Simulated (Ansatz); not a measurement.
# SiGe: the cost of one run

Program: Ansatz 0.2.0. Level of theory: DFT PBE, scalar-relativistic, plane waves, PAW. These are calculated values, not measurements.

## (1) The system as given

Symmetry: P-6m2, No. 187, hexagonal system. The conventional cell has a = 3.633 Å, b = 3.633 Å, c = 3.543 Å, α = 90.00°, β = 90.00°, γ = 120.00°. Si (site symmetry -6m2) is surrounded by 6 Ge at 2.75 Å. Around Ge (site symmetry -6m2) lie 6 Si at 2.75 Å.

Coordinates:

```
CELL_PARAMETERS angstrom
3.63302 0.00000 0.00000
-1.81651 3.14629 0.00000
0.00000 0.00000 3.54347
ATOMIC_POSITIONS crystal
Si 0.00000 0.00000 0.00000
Ge 0.66667 0.33333 0.50000
```

This is candidate A: tungsten carbide type (P-6m2, No. 187).

(A quick probe on a coarse mesh, which set the mesh and smearing, is not shown.)

## (3) Coarse relaxation (candidate A)

input.yaml

```yaml
crystal:
  lattice:
    - [3.6330248616, 0.0, 0.0]
    - [-1.8165124308, 3.1462918228, 0.0]
    - [0.0, 0.0, 3.5434656939]
  atoms:
    - { symbol: Si, position: [0.0, 0.0, 0.0] }
    - { symbol: Ge, position: [0.6666666667, 0.3333333333, 0.5] }
basis:
  ecutwfc: 420
kpoints:
  mp_grid: { grid: [6, 6, 6] }
hamiltonian:
  xc: pbe
scf:
  occupations: { method: gaussian, width: 0.1 }
  lower_state_search: "off"
output:
  forces: true
  stress: true
  eigenvalues: true
relax:
  adjacent_minimum: "off"
  f_tol: 0.04
  max_steps: 70
  cell: { stress_tol: 0.4 }
```

What time and memory should one allow on 1 thread of an Arm CPU, shared host?

About 11 s, with a peak of 0.27 GiB.
